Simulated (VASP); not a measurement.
A run of VASP 6.6.1 is set up as follows.

Contents of POSCAR:

```
TiSe2                                   
1.0
    3.4778387531      0.0000000000      0.0000000000
   -1.7389193766      3.0118967126     -0.0000000000
    0.0000000000      0.0000000000      5.8968529969
  Ti              Se            
     1     2
Direct
     0.0000000000000000    0.0000000000000000    0.0000000000000000
     0.3333333300000021    0.6666666699999979    0.2641861364764534
     0.6666666699999979    0.3333333300000021    0.7358138635235466
```

The input INCAR.step1:

```
SYSTEM = TiSe2
ALGO = Normal
EDIFF = 1E-7
ENCUT = 520
GGA = PE
ISIF = 2
ISMEAR = 0
IVDW = 12
LASPH = .TRUE.
LCHARG = .TRUE.
LMAXMIX = 4
LREAL = .FALSE.
LWAVE = .FALSE.
NBANDS = 19
NELM = 100
PREC = Accurate
SIGMA = 0.02
```

The input KPOINTS.step1:

```
k-points
0
G
  6 6 4
  0 0 0
```

The input INCAR.step2:

```
SYSTEM = TiSe2
ALGO = Normal
EDIFF = 1E-7
ENCUT = 520
GGA = PE
ICHARG = 11
ISIF = 2
ISMEAR = 0
IVDW = 12
LASPH = .TRUE.
LCHARG = .FALSE.
LMAXMIX = 4
LREAL = .FALSE.
LWAVE = .FALSE.
NBANDS = 19
NELM = 100
PREC = Accurate
SIGMA = 0.05
```

KPOINTS.step2

```
path GMKGALHA,LM,KH
20
line-mode
reciprocal
 0.0000000000  0.0000000000  0.0000000000  G
 0.5000000000  0.0000000000  0.0000000000  M

 0.5000000000  0.0000000000  0.0000000000  M
 0.3333333333  0.3333333333  0.0000000000  K

 0.3333333333  0.3333333333  0.0000000000  K
 0.0000000000  0.0000000000  0.0000000000  G

 0.0000000000  0.0000000000  0.0000000000  G
 0.0000000000  0.0000000000  0.5000000000  A

 0.0000000000  0.0000000000  0.5000000000  A
 0.5000000000  0.0000000000  0.5000000000  L

 0.5000000000  0.0000000000  0.5000000000  L
 0.3333333333  0.3333333333  0.5000000000  H

 0.3333333333  0.3333333333  0.5000000000  H
 0.0000000000  0.0000000000  0.5000000000  A

 0.5000000000  0.0000000000  0.5000000000  L
 0.5000000000  0.0000000000  0.0000000000  M

 0.3333333333  0.3333333333  0.0000000000  K
 0.3333333333  0.3333333333  0.5000000000  H
```

Potentials or basis: VASP PAW PBE potentials, release 64 (Ti_sv, Se).

Run with:

```console
$ cat potpaw_PBE.64/Ti_sv/POTCAR potpaw_PBE.64/Se/POTCAR > POTCAR
$ cp INCAR.step1 INCAR
$ cp KPOINTS.step1 KPOINTS
$ mpirun -np 1 vasp_std > vasp.out
$ cp INCAR.step2 INCAR
$ cp KPOINTS.step2 KPOINTS
$ mpirun -np 1 vasp_std > vasp.out
```

(1) Predict the band gap along the path.

(2) Estimate the dispersion energy per atom.

## Answers

(1) none (metal or under the smearing width).

(2) -0.449 eV.

Caveat: the log is that of the step along the path at fixed density, whose energy, stress, charges and moments have no meaning.
